## Two splittings in hexagonal diamond, and why only one is real

When two groups of electron levels in a crystal lie half an electronvolt apart, has something in the crystal pushed them apart, or are they one band seen twice? Lonsdaleite, the hexagonal form of diamond, shows both cases within a single calculation. At the zone centre Γ, a pair of filled levels has a single level 0.453 eV below it. Most of the way along the hexagonal axis to the zone face, two pairs lie 0.676 eV apart.

Electron levels of lonsdaleite (4-atom cell, a = 2.522 Å, c = 4.119 Å, held as given), calculated with Ansatz 0.2.0 using the PBE functional and Ansatz PAW potentials, without spin polarisation or spin–orbit coupling. The k mesh is 12 × 12 × 7 and the plane-wave cutoff 420 eV; energies are counted from the valence top on this mesh.

| point a (reciprocal cell vector) | point b (reciprocal cell vector) | point c (reciprocal cell vector) | level point (row) | level under 4 (eV) | level under 3 (eV) | level under 2 (eV) | level under 1 (eV) | level over 1 (eV) | level over 2 (eV) |
| --- | --- | --- | --- | --- | --- | --- | --- | --- | --- |
| 0.0000 | 0.0000 | 0.0000 | 1 | -3.282 | -0.453 | 0.000 | 0.000 | 4.763 | 4.763 |
| 0.0000 | 0.0000 | 0.4286 | 2 | -2.305 | -2.305 | -1.629 | -1.629 | 6.660 | 6.660 |
| 0.0000 | 0.2500 | 0.0000 | 3 | -5.286 | -4.446 | -2.615 | -1.829 | 4.735 | 7.247 |
| 0.0000 | -0.5000 | 0.0000 | 4 | -9.353 | -6.607 | -6.005 | -3.077 | 4.227 | 8.167 |
| 0.3333 | 0.3333 | 0.0000 | 5 | -9.561 | -7.302 | -7.302 | -6.846 | 3.389 | 12.080 |
| 0.3333 | 0.3333 | 0.2857 | 6 | -10.589 | -8.054 | -5.214 | -5.214 | 5.721 | 9.168 |
| 0.3333 | 0.3333 | 0.4286 | 7 | -9.912 | -9.031 | -4.320 | -4.320 | 7.919 | 7.919 |

Each row is one wave vector, given by its parts "point a", "point b" and "point c" along the reciprocal cell vectors. "Level under 1" is the highest filled level there and "level over 1" the lowest empty one; energies count from the valence top. The columns rank levels by energy, so a band may change column from row to row. Level points 1 and 2 lie on the hexagonal axis: the first is Γ, and the second is six sevenths of the way to A, the centre of the zone face.

### The tempting answer

The obvious reading is that both separations are crystal-field splittings. In cubic diamond the valence top at Γ is threefold. Hexagonal stacking singles out one direction, so the threefold level breaks into a pair and a single level. On this reading the splitting simply grows from 0.453 to 0.676 eV along the axis.

The degeneracies speak against it. At level point 2 the four highest filled levels form two pairs, and the single level that defined the splitting at Γ is no longer among them. It has dropped below −2.305 eV, as befits a state built largely from p orbitals that point along the axis, whose energy depends strongly on the wave vector in that direction. The second separation therefore does not lie between the same states as the first.

The splitting at Γ is real, but its size belongs to this particular cell. The calculated stress shows that the crystal would rather be longer along the axis and narrower across it. That stress already includes a correction of 1.04 to 1.09 GPa for the finite plane-wave basis, which is nearly equal in all directions and cannot account for the imbalance. Such a change of shape acts directly on the difference between axial and in-plane orbitals, so 0.453 eV should not be quoted for relaxed lonsdaleite.

### One band, folded

The structure suggests another origin for the two pairs. Lonsdaleite consists of puckered double layers of carbon, joined by vertical bonds, with two double layers in each cell. A screw axis turns one double layer into the next. For wave vectors on the axis both layers are therefore equivalent, whatever the orbital, and the effective repeat length along the axis is half the cell.

Describing a band with a cell twice as long as it needs folds the band back at the zone face. Each wave vector then carries two copies of it, one from the near half of the unfolded band and one from the far half. At A the two copies are the same distance along the band, so symmetry makes them meet. On this view the 0.676 eV is what remains of a separation that is about to vanish, and it shows up because seven mesh divisions along the axis step over A.

Cubic diamond makes a useful comparison. Along its threefold axis the primitive cell holds only one double layer, so the corresponding band runs unfolded from Γ to the zone boundary at L. What appears in lonsdaleite as a second, lower pair at Γ corresponds to the pair at L in the cubic crystal.

### Why the band has its shape

On the axis, symmetry keeps the in-plane p orbitals apart from the s orbitals and the axial p orbitals. With coupling between nearest neighbours only, they form a chain with two alternating links. Within a double layer, three slanted bonds add up to a coupling of strength $w$. Between double layers, the vertical bond couples the same orbitals sideways, as a π bond of strength $v$.

The two couplings have opposite signs. Along the slanted bonds the orbitals meet partly head-on and partly sideways. The head-on coupling is the stronger, so bonding requires opposite signs on the two atoms; in a purely sideways π bond it requires equal signs. At Γ the two double layers of a cell can carry the same pattern or opposite ones. If the pattern is the same, a state that bonds within the layers is antibonding across the vertical links, and that conflict lifts it to the valence top. If the pattern changes sign from layer to layer, both links bond, which gives the lower pair.

Let $\varphi$ be the phase gained per double layer, equal to $\pi$ times "point c", and let $m$ be the energy midway between the bonding and antibonding states. The net coupling is $w - v\,e^{i\varphi}$, and its magnitude gives the levels:

$$E = m \mp \sqrt{v^2 + w^2 - 2vw\cos\varphi}.$$

The minus sign before the root gives the filled pair and the plus sign the empty one. The folded copies follow when $\cos\varphi$ changes sign.

Two limits show what the formula contains. Without vertical coupling the double layers would be isolated and the band flat. If the slanted coupling were far stronger than the vertical one, the filled band would become a plain cosine of total width $2v$. This plain cosine is the simpler competitor to the full chain.

### Letting Γ predict the next point

Three levels at Γ set the three constants. The filled pairs at 0 and −3.282 eV differ by $2v$, so $v = 1.641$ eV; that the lower level belongs to a pair is inferred from symmetry and the order of the levels. The empty pair at 4.763 eV puts $m$ halfway up, at 2.381 eV. Since the valence top lies at $m-(w-v)=0$, $w$ is the sum of $m$ and $v$, or 4.022 eV.

Level point 2 played no part in this. There $\varphi$ is about 77° and its cosine 0.222, so the upper filled pair should lie at

$$E = 2.381 - \sqrt{1.641^2 + 4.022^2 - 2(1.641)(4.022)(0.222)} \approx -1.61\ \text{eV}.$$

The table has −1.629 eV. The lower pair is predicted equally well, and the separation comes out at 0.678 eV.

The plain cosine also gives a fair separation, 0.73 eV, but places the pairs 0.30 to 0.35 eV too high. The separation thus supports folding in either form, while the positions favour the alternating chain. When the two couplings are a quarter turn out of step, as at A, they combine as the sides of a right triangle. The hypotenuse is longer than $w$ alone, and this pushes the middle of the filled band down. The chain does use one more level from Γ than the cosine, and couplings to more distant atoms could bend the band in a similar way. The extra lowering is roughly $v^2/2w$, which changes only slowly with $m$, so the close match confirms the bend but fixes $w$ only loosely. The output after this text lists both comparisons.

### Where the chain fails

The chain treats filled and empty states as mirror images about $m$, and the calculation does not. Between Γ and level point 2 the filled pair falls by 1.629 eV, while the empty pair rises from 4.763 to 6.660 eV. The chain puts the latter level about 0.29 eV too low. A likely reason, untested here, is that orbitals on neighbouring atoms overlap, which raises antibonding levels more than it lowers bonding ones. Couplings between more distant atoms can also spoil the mirror symmetry.

The constants also inherit the level of theory. PBE makes gaps of this kind too small, and the gap at Γ enters $m$ and therefore $w$. The couplings describe the PBE bands of this cell; they are not measured bond strengths. The k mesh and cutoff are usual working values, not converged limits, so the chain's match to within about 0.02 eV says nothing about whether the levels themselves are that accurate.

### The same closing on another line

If folding is the cause, other bands should close up towards the zone face as well. Level points 6 and 7 lie on the vertical line from K to H at the edge of the zone. The screw turn would carry a wave vector off this line, but a glide plane, which also takes one double layer into the next, keeps it there and plays the same part. The two levels just below the top pair draw together there, from 2.535 eV apart to 0.881 eV. That is a factor of 2.88, where the leading cosine of a folded band gives 2.80. Two straight lines meeting at H would give 3, so the ratio shows that the levels are closing but does not single out the cosine. The size is not that of the axis either: these separations imply a width near 4 eV, more than the 3.282 eV found at Γ.

The upper of these two is a single level, and symmetry requires it to meet another single level at H. The table stops at the lower one, so its role as the partner is inferred from the way the two close up. At K itself, level point 5, the cosine would put the lower partner about 4 eV under the highest filled level, beneath the four levels listed. Yet the row does show a single level only 2.715 eV under the highest one. If that is the partner, the cosine fails at K; if it belongs to another band, the partner lies out of sight. The table cannot tell which, so the case for closing on this line rests on level points 6 and 7 alone. The top pair on this line obeys a different rule: it is already twofold and needs no partner at H, and at level point 7 it still stands far above the next level. Folding therefore has to be judged band by band, from the symmetry of the states.

For reading a band calculation, the lesson is to count degeneracies before naming a splitting. A separation near a zone face may be a real splitting or the last stretch before two branches meet. A mesh that includes the face, or a band path drawn through it, settles which. In this crystal the chain puts the meeting point of the two pairs at A near −1.96 eV, between the two values found just short of it.

The analysis program printed:

```
row 1, single level below the top pair by (eV): 0.453
row 1, top pair above the lower pair by (eV): 3.282
row 2, separation of the two valence pairs (eV): 0.676
chain, midpoint m from row 1 (eV): 2.381
chain, vertical coupling v from row 1 (eV): 1.641
chain, slanted coupling w from row 1 (eV): 4.022
chain, upper valence pair in row 2 (eV): -1.611
chain, miss for the upper pair, prediction less table (eV): 0.0184
chain, lower valence pair in row 2 (eV): -2.289
chain, miss for the lower pair, prediction less table (eV): 0.01639
chain, empty pair in row 2 (eV): 6.374
chain, miss for the empty pair, prediction less table (eV): -0.2864
chain, separation of the valence pairs in row 2 (eV): 0.678
cosine, upper valence pair in row 2 (eV): -1.276
cosine, miss for the upper pair, prediction less table (eV): 0.353
cosine, lower valence pair in row 2 (eV): -2.006
cosine, miss for the lower pair, prediction less table (eV): 0.299
cosine, separation of the valence pairs in row 2 (eV): 0.73
chain, energy at which the valence pairs merge at A (eV): -1.963
row 6, separation of the two levels below the top pair (eV): 2.535
row 7, separation of the two levels below the top pair (eV): 0.881
ratio of these separations, row 6 to row 7: 2.877
ratio expected from the cosine of the folded band: 2.803
```
